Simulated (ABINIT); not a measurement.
# Ir (Fm-3m) in ABINIT: notebook

One crystal, Ir, is run at these levels: HCTH407, SOGGA, AM05, PBE; tasks: band structure, equation of state.

All numbers are computed with ABINIT 10.8.3 (patched build); they aren't measurements. Logs are shortened: lines on timing, memory, paths and dates and some standing lists are left out, and cuts for length are marked. The log counts tension as positive stress, the text compression.

## (1) Starting point

It takes space group Fm-3m (No. 225, cubic). Conventional cell: a = 3.831 Å, b = 3.831 Å, c = 3.831 Å, α = 90.00°, β = 90.00°, γ = 90.00°. Ir (site symmetry m-3m) is surrounded by 12 Ir at 2.71 Å.

## (2) Band structure, HCTH407

File run.abi:

```
# Datasets: ground state, then fixed potential
ndtset 2

# Pseudopotentials
pp_dirpath "./"
pseudos "Ir.GGA_PBE-JTH.xml"

# Structure
acell 5.1193956283 5.1193956283 5.1193956283
rprim
     0.0000000000     0.7071067812     0.7071067812
     0.7071067812     0.0000000000     0.7071067812
     0.7071067812     0.7071067812     0.0000000000
ntypat 1
znucl 77
natom 1
typat 1
xred
     0.0000000000     0.0000000000     0.0000000000

# Plane-wave basis
ecut 17.0
pawecutdg 34.0

# Exchange and correlation
ixc 27

# Bands and occupations
occopt 3
tsmear 0.00183747

# SCF cycle
nstep 100

# Output
iomode 3
prtwf 0
prteig 0
prtebands 0
prtden1 1
prtvha1 1
prtvclmb1 1
prtpot1 1

# Dataset 1
kptopt1 1
ngkpt1 12 12 12
nshiftk1 1
shiftk1 0.0 0.0 0.0
nband1 12
tolvrs1 1.0e-9

# Dataset 2: bands along G-X-W-K-G-L-U-W-L-K
iscf2 -2
getden2 1
nband2 16
nbdbuf2 2
tolwfr2 1.0e-12
kptopt2 -9
ndivsm2 5
prteig2 1
prtvol2 -3
kptbounds2
     0.0000000000     0.0000000000     0.0000000000
     0.5000000000     0.0000000000     0.5000000000
     0.5000000000     0.2500000000     0.7500000000
     0.3750000000     0.3750000000     0.7500000000
     0.0000000000     0.0000000000     0.0000000000
     0.5000000000     0.5000000000     0.5000000000
     0.6250000000     0.2500000000     0.6250000000
     0.5000000000     0.2500000000     0.7500000000
     0.5000000000     0.5000000000     0.5000000000
     0.3750000000     0.3750000000     0.7500000000
```

Potentials or basis: JTH PAW PBE v2.0.

Run with:

```bash
> abinit run.abi > log 2>&1
```

run.abo:

```text
.Version 10.8.3 of ABINIT
 DATASET    1 : space group Fm -3 m (#225); Bravais cF (face-center cubic)
================================================================================
 Values of the parameters that define the memory need for DATASET  1.
     intxc =       0    ionmov =       0      iscf =       7    lmnmax =      18
     lnmax =       6     mgfft =      20  mpssoang =       3    mqgrid =    3001
     natom =       1  nloc_mem =       2    nspden =       1   nspinor =       1
    nsppol =       1      nsym =      48    n1xccc =       1    ntypat =       1
    occopt =       3   xclevel =       2
       mpw =         328          nfft =        8000          nkpt =          72
 PAW method is used; the additional fine FFT grid is defined by:
   mgfftf=        30    nfftf =     27000
================================================================================
================================================================================

 DATASET    2 : space group Fm -3 m (#225); Bravais cF (face-center cubic)
================================================================================
 Values of the parameters that define the memory need for DATASET  2.
     intxc =       0    ionmov =       0      iscf =      -2    lmnmax =      18
     lnmax =       6     mgfft =      20  mpssoang =       3    mqgrid =    3001
     natom =       1  nloc_mem =       2    nspden =       1   nspinor =       1
    nsppol =       1      nsym =      48    n1xccc =       1    ntypat =       1
    occopt =       3   xclevel =       2
       mpw =         331          nfft =        8000          nkpt =          87
 PAW method is used; the additional fine FFT grid is defined by:
   mgfftf=        30    nfftf =     27000
================================================================================
================================================================================

--------------------------------------------------------------------------------
------------- Echo of variables that govern the present computation ------------
--------------------------------------------------------------------------------
 -outvars: echo values of preprocessed input variables --------
            acell      5.1193956283E+00  5.1193956283E+00  5.1193956283E+00 Bohr
              amu      1.92220000E+02
             ecut      1.70000000E+01 Hartree
           getden1          0
           getden2          1
             iscf1          7
             iscf2         -2
              ixc          27
           jdtset        1    2
           kptopt1          1
           kptopt2         -9
         kptrlatt       12    0    0      0   12    0      0    0   12
          kptrlen1     6.14327475E+01
          kptrlen2     3.00000000E+01
            natom           1
            nband1         12
            nband2         16
           nbdbuf1          0
           nbdbuf2          2
           ndtset           2
           ndivsm1          0
           ndivsm2          5
            ngfft          20      20      20
          ngfftdg          30      30      30
             nkpt1         72
             nkpt2         87
            nstep         100
             nsym          48
           ntypat           1
           occopt           3
        pawecutdg      3.40000000E+01 Hartree
         pawxcdev           0
        prtebands           0
           prteig1          0
           prteig2          1
           prtpot1          1
           prtpot2          0
         prtvclmb1          1
         prtvclmb2          0
           prtvha1          1
           prtvha2          0
           prtvol1          0
           prtvol2         -3
            prtwf           0
            rprim      0.0000000000E+00  7.0710678120E-01  7.0710678120E-01
                       7.0710678120E-01  0.0000000000E+00  7.0710678120E-01
                       7.0710678120E-01  7.0710678120E-01  0.0000000000E+00
[... 246 lines left out ...]
  is sufficient for exact treatment of convolution.
  Such a large boxcut is a waste : you could raise ecut
  e.g. ecut=   42.459894 Hartrees makes boxcut=2

--------------------------------------------------------------------------------

================================================================================
 Non-SCF case, kpt    1 (  0.00000  0.00000  0.00000), residuals and eigenvalues=
  5.64E-13  5.33E-13  1.49E-13  7.99E-13  1.73E-13  4.09E-13  5.24E-14  6.46E-13
  5.29E-14  8.28E-13  5.41E-13  2.30E-13  1.62E-13  3.40E-13  5.36E-13  1.17E-10
 -1.2951E+00 -1.2951E+00 -1.2951E+00  1.3316E-01  3.9807E-01  3.9807E-01
  3.9807E-01  4.9355E-01  4.9355E-01  7.4250E-01  1.0381E+00  1.2546E+00
  1.2546E+00  1.2546E+00  1.4367E+00  1.7851E+00
 Non-SCF case, kpt    2 (  0.03571  0.00000  0.03571), residuals and eigenvalues=
  7.10E-13  8.19E-13  3.06E-13  3.52E-13  2.18E-13  8.60E-13  2.67E-13  4.34E-13
  4.75E-13  6.70E-13  7.25E-13  3.28E-13  5.00E-13  2.47E-13  1.87E-11  1.58E-04
 -1.2954E+00 -1.2952E+00 -1.2952E+00  1.3596E-01  3.9585E-01  3.9960E-01
  3.9960E-01  4.9108E-01  4.9435E-01  7.4251E-01  1.0430E+00  1.2447E+00
  1.2560E+00  1.2560E+00  1.4561E+00  1.7549E+00
 Non-SCF case, kpt    3 (  0.07143  0.00000  0.07143), residuals and eigenvalues=
[... 495 lines left out ...]
  4.7511E-01  5.5461E-01  7.3546E-01  7.5877E-01  8.1564E-01  1.0067E+00
  1.1677E+00  1.2464E+00  1.5603E+00  1.5701E+00
 Non-SCF case, kpt   86 (  0.38889  0.38889  0.72222), residuals and eigenvalues=
  2.09E-13  4.50E-13  2.96E-13  1.74E-13  2.30E-13  5.12E-13  9.29E-14  8.06E-13
  8.05E-13  1.19E-13  4.96E-13  2.35E-13  2.76E-13  5.97E-13  1.07E-04  5.85E-06
 -1.3163E+00 -1.3117E+00 -1.3028E+00  2.9073E-01  3.2806E-01  4.1746E-01
  4.9188E-01  5.5516E-01  7.3692E-01  7.6768E-01  8.3040E-01  9.7014E-01
  1.1388E+00  1.2766E+00  1.5695E+00  1.5734E+00
 Non-SCF case, kpt   87 (  0.37500  0.37500  0.75000), residuals and eigenvalues=
  4.74E-13  7.45E-13  6.56E-13  8.38E-13  1.79E-13  5.05E-13  1.70E-13  1.68E-13
  2.74E-13  8.77E-14  2.98E-13  9.00E-13  2.77E-13  6.06E-13  6.51E-06  1.45E-06
 -1.3168E+00 -1.3113E+00 -1.3033E+00  2.8443E-01  3.1865E-01  4.3174E-01
  5.0427E-01  5.5950E-01  7.3839E-01  7.8070E-01  8.2027E-01  9.5941E-01
  1.1109E+00  1.2990E+00  1.5647E+00  1.5713E+00

--- !ResultsGS
iteration_state: {dtset: 2, }
comment   : Summary of ground state results
lattice_vectors:
- [  0.0000000,   3.6199594,   3.6199594, ]
- [  3.6199594,   0.0000000,   3.6199594, ]
- [  3.6199594,   3.6199594,   0.0000000, ]
lattice_lengths: [   5.11940,    5.11940,    5.11940, ]
lattice_angles: [ 60.000,  60.000,  60.000, ] # degrees, (23, 13, 12)
lattice_volume:   9.4872661E+01
convergence: {deltae:  0.000E+00, res2:  0.000E+00, residm:  1.000E-12, diffor:  0.000E+00, }
etotal    :  -7.76013105E+01
entropy   :   0.00000000E+00
fermie    :   5.38212864E-01
cartesian_stress_tensor: null
pressure_GPa: null
xred      :
- [  0.0000E+00,   0.0000E+00,   0.0000E+00, Ir]
cartesian_forces: null
force_length_stats: {min: null, max: null, mean: null, }
...

 Integrated electronic density in atomic spheres:
 ------------------------------------------------
 Atom  Sphere_radius  Integrated_density
    1        2.51066         13.63731005

================================================================================

 ----iterations are completed or convergence reached----

 Mean square residual over all n,k,spin=   46.934E-14; max=  10.000E-13
 reduced coordinates (array xred) for    1 atoms
       0.000000000000      0.000000000000      0.000000000000

 cartesian coordinates (angstrom) at end:
    1      0.00000000000000     0.00000000000000     0.00000000000000
 length scales=  5.119395628300  5.119395628300  5.119395628300 bohr
              =  2.709067498255  2.709067498255  2.709067498255 angstroms
 Eigenvalues (hartree) for nkpt=  87  k points:
 kpt#   1, nband= 16, wtk=  1.00000, kpt=  0.0000  0.0000  0.0000 (reduced coord)
  -1.29507   -1.29507   -1.29507    0.13316    0.39807    0.39807    0.39807    0.49355
   0.49355    0.74250    1.03809    1.25457    1.25457    1.25457    1.43667    1.78510
 kpt#   2, nband= 16, wtk=  1.00000, kpt=  0.0357  0.0000  0.0357 (reduced coord)
  -1.29542   -1.29520   -1.29520    0.13596    0.39585    0.39960    0.39960    0.49108
   0.49435    0.74251    1.04304    1.24467    1.25602    1.25602    1.45608    1.75490
 kpt#   3, nband= 16, wtk=  1.00000, kpt=  0.0714  0.0000  0.0714 (reduced coord)
  -1.29646   -1.29559   -1.29559    0.14425    0.38945    0.40421    0.40421    0.48393
   0.49674    0.74261    1.05758    1.22409    1.25988    1.25988    1.50486    1.69755
 kpt#   4, nband= 16, wtk=  1.00000, kpt=  0.1071  0.0000  0.1071 (reduced coord)
  -1.29812   -1.29621   -1.29621    0.15772    0.37958    0.41183    0.41183    0.47287
   0.50062    0.74273    1.08085    1.20421    1.26444    1.26444    1.57065    1.63863
 kpt#   5, nband= 16, wtk=  1.00000, kpt=  0.1429  0.0000  0.1429 (reduced coord)
  -1.30030   -1.29703   -1.29703    0.17573    0.36722    0.42238    0.42238    0.45924
   0.50588    0.74295    1.11159    1.18974    1.26617    1.26617    1.58748    1.58748
 kpt#   6, nband= 16, wtk=  1.00000, kpt=  0.1786  0.0000  0.1786 (reduced coord)
  -1.30288   -1.29801   -1.29801    0.19721    0.35337    0.43576    0.43576    0.44497
[... 230 lines left out ...]
  -1.31939   -1.30609   -1.30089    0.28934    0.35252    0.41206    0.43911    0.55909
   0.71311    0.74032    0.79473    1.08093    1.18922    1.21755    1.56574    1.58148
 kpt#  84, nband= 16, wtk=  1.00000, kpt=  0.4167  0.4167  0.6667 (reduced coord)
  -1.31811   -1.30842   -1.30154    0.29675    0.34433    0.40314    0.45680    0.55632
   0.73238    0.74706    0.79967    1.04893    1.19473    1.21370    1.55831    1.57399
 kpt#  85, nband= 16, wtk=  1.00000, kpt=  0.4028  0.4028  0.6944 (reduced coord)
  -1.31692   -1.31049   -1.30218    0.29613    0.33697    0.40566    0.47511    0.55461
   0.73546    0.75877    0.81564    1.00675    1.16771    1.24643    1.56031    1.57014
 kpt#  86, nband= 16, wtk=  1.00000, kpt=  0.3889  0.3889  0.7222 (reduced coord)
  -1.31631   -1.31168   -1.30277    0.29073    0.32806    0.41746    0.49188    0.55516
   0.73692    0.76768    0.83040    0.97014    1.13879    1.27661    1.56949    1.57343
 kpt#  87, nband= 16, wtk=  1.00000, kpt=  0.3750  0.3750  0.7500 (reduced coord)
  -1.31685   -1.31132   -1.30326    0.28443    0.31865    0.43174    0.50427    0.55950
   0.73839    0.78070    0.82027    0.95941    1.11091    1.29899    1.56469    1.57126

== END DATASET(S) ==============================================================
================================================================================

 -outvars: echo values of variables after computation  --------
            acell      5.1193956283E+00  5.1193956283E+00  5.1193956283E+00 Bohr
           etotal1    -7.7601310453E+01
            fcart1    -0.0000000000E+00 -0.0000000000E+00 -0.0000000000E+00
            rprim      0.0000000000E+00  7.0710678120E-01  7.0710678120E-01
                       7.0710678120E-01  0.0000000000E+00  7.0710678120E-01
                       7.0710678120E-01  7.0710678120E-01  0.0000000000E+00
           strten1     1.5834542605E-04  1.5834542605E-04  1.5834542605E-04
                       0.0000000000E+00  0.0000000000E+00  0.0000000000E+00
 Calculation completed.
```

Run time: 18 s. Hardware: 1 thread of Arm Neoverse V1, shared host; peak memory 0.1 GiB.

What came out:

```
Free energy                                           : -2111.6392 eV
Pressure                                              : -4.7 GPa
Band gap on the k mesh                                : none (metal or under the smearing width)
Valence electrons inside the program's atomic spheres : Ir 13.64 (radii [1.3286] Å)
```

Levels at the corners of the path, in eV from the Fermi level:
```tsv
point	band 5	band 6	band 7	band 8	band 9	band 10
Γ	-3.81	-3.81	-3.81	-1.22	-1.22	5.56
X	-7.29	0.79	1.42	1.42	1.69	5.53
W	-4.86	-4.86	-1.80	1.43	5.52	8.45
K	-5.97	-2.90	-0.92	0.58	5.45	6.60
Γ	-3.81	-3.81	-3.81	-1.22	-1.22	5.56
L	-3.95	-3.95	-0.80	0.85	0.85	5.50
U	-5.97	-2.90	-0.92	0.58	5.45	6.60
W	-4.86	-4.86	-1.80	1.43	5.52	8.45
L	-3.95	-3.95	-0.80	0.85	0.85	5.50
K	-5.97	-2.90	-0.92	0.58	5.45	6.60
```

Caveat: the PAW data sets were made with another functional, which shifts forces and pressure a little; spin-orbit coupling is left out, which moves the levels of the heavy elements.

## (3) Band structure, SOGGA

Changes to run.abi since step 2:

```diff
@@ -8,7 +8,7 @@
 # Structure
-acell 5.1193956283 5.1193956283 5.1193956283
+acell 3*1.0
 rprim
-     0.0000000000     0.7071067812     0.7071067812
-     0.7071067812     0.0000000000     0.7071067812
-     0.7071067812     0.7071067812     0.0000000000
+     0.0000000000     3.6199593643     3.6199593643
+     3.6199593643     0.0000000000     3.6199593643
+     3.6199593643     3.6199593643     0.0000000000
 ntypat 1
@@ -25,3 +25,3 @@
 # Exchange and correlation
-ixc 27
+ixc -150130
 
@@ -29,3 +29,3 @@
 occopt 3
-tsmear 0.00183747
+tsmear 0.05 eV
 
@@ -40,5 +40,2 @@
 prtden1 1
-prtvha1 1
-prtvclmb1 1
-prtpot1 1
 
@@ -61,3 +58,2 @@
 prteig2 1
-prtvol2 -3
 kptbounds2
```

Potentials or basis: JTH PAW PBE v2.0.

Run with:

```bash
> abinit run.abi > log 2>&1
```

Wall time 20 s (1 thread of Arm Neoverse V1, shared host); peak memory 0.11 GiB.

The run converged. Its results:

```yaml
Free_energy: -2096.8032 eV
Pressure: -4.0 GPa
Band_gap_on_the_k_mesh: none (metal or under the smearing width)
Valence_electrons_inside_the_program's_atomic_spheres: Ir 13.61 (radii [1.3286] Å)
```

Levels at the corners of the path, in eV from the Fermi level:
```csv
point,band 5,band 6,band 7,band 8,band 9,band 10
Γ,-3.98,-3.98,-3.98,-1.22,-1.22,2.87
X,-7.51,0.88,1.46,1.49,1.49,2.83
W,-5.02,-5.02,-1.90,1.49,2.84,8.13
K,-6.16,-3.03,-0.93,0.60,2.79,6.20
Γ,-3.98,-3.98,-3.98,-1.22,-1.22,2.87
L,-4.09,-4.09,-1.03,0.90,0.90,2.82
U,-6.16,-3.03,-0.93,0.60,2.79,6.20
W,-5.02,-5.02,-1.90,1.49,2.84,8.13
L,-4.09,-4.09,-1.03,0.90,0.90,2.82
K,-6.16,-3.03,-0.93,0.60,2.79,6.20
```

Caveat: the PAW data sets were made with another functional, which shifts forces and pressure a little; spin-orbit coupling is left out, which moves the levels of the heavy elements.

## (4) Band structure, AM05, spin-orbit coupling, no magnetisation

Changes to run.abi since step 3:

```diff
@@ -17,3 +17,3 @@
 typat 1
-xred
+xcart
      0.0000000000     0.0000000000     0.0000000000
@@ -25,3 +25,3 @@
 # Exchange and correlation
-ixc -150130
+ixc -120135
 
@@ -29,3 +29,8 @@
 occopt 3
-tsmear 0.05 eV
+tsmear 0.00183747
+
+# Spin
+nspinor 2
+nspden 1
+pawspnorb 1
 
@@ -40,5 +45,8 @@
 prtden1 1
+prtvha1 1
+prtvclmb1 1
+prtpot1 1
 
 # Dataset 1
-kptopt1 1
+kptopt1 4
 ngkpt1 12 12 12
@@ -46,3 +54,3 @@
 shiftk1 0.0 0.0 0.0
-nband1 12
+nband1 24
 tolvrs1 1.0e-9
@@ -52,3 +60,3 @@
 getden2 1
-nband2 16
+nband2 32
 nbdbuf2 2
@@ -56,3 +64,3 @@
 kptopt2 -9
-ndivsm2 5
+ndivsm2 8
 prteig2 1
```

Run with:

```bash
> abinit run.abi > log 2>&1
```

Wall time 1.7 min (1 thread of Arm Neoverse V1, shared host); peak memory 0.13 GiB.

Results (log left out):

- Free energy: -2100.6313 eV
- Pressure: -1.2 GPa
- Band gap on the k mesh: none (metal or under the smearing width)
- Valence electrons inside the program's atomic spheres: Ir 13.62 (radii [1.3286] Å)

Levels at the corners of the path, in eV from the Fermi level:
| point | band 12 | band 13 | band 14 | band 15 | band 16 | band 17 |
| --- | --- | --- | --- | --- | --- | --- |
| Γ | -4.43 | -3.61 | -3.61 | -1.20 | -1.20 | -1.20 |
| X | 0.60 | 1.02 | 1.02 | 1.32 | 1.32 | 1.91 |
| W | -5.15 | -1.92 | -1.92 | 1.39 | 1.39 | 3.02 |
| K | -3.19 | -1.03 | -1.03 | 0.56 | 0.56 | 2.98 |
| Γ | -4.43 | -3.61 | -3.61 | -1.20 | -1.20 | -1.20 |
| L | -3.78 | -1.03 | -1.03 | 0.51 | 0.51 | 1.10 |
| U | -3.19 | -1.03 | -1.03 | 0.56 | 0.56 | 2.98 |
| W | -5.15 | -1.92 | -1.92 | 1.39 | 1.39 | 3.02 |
| L | -3.78 | -1.03 | -1.03 | 0.51 | 0.51 | 1.10 |
| K | -3.19 | -1.03 | -1.03 | 0.56 | 0.56 | 2.98 |

Caveat: the PAW data sets were made with another functional, which shifts forces and pressure a little.

(Part 1 of 2 ends here.)
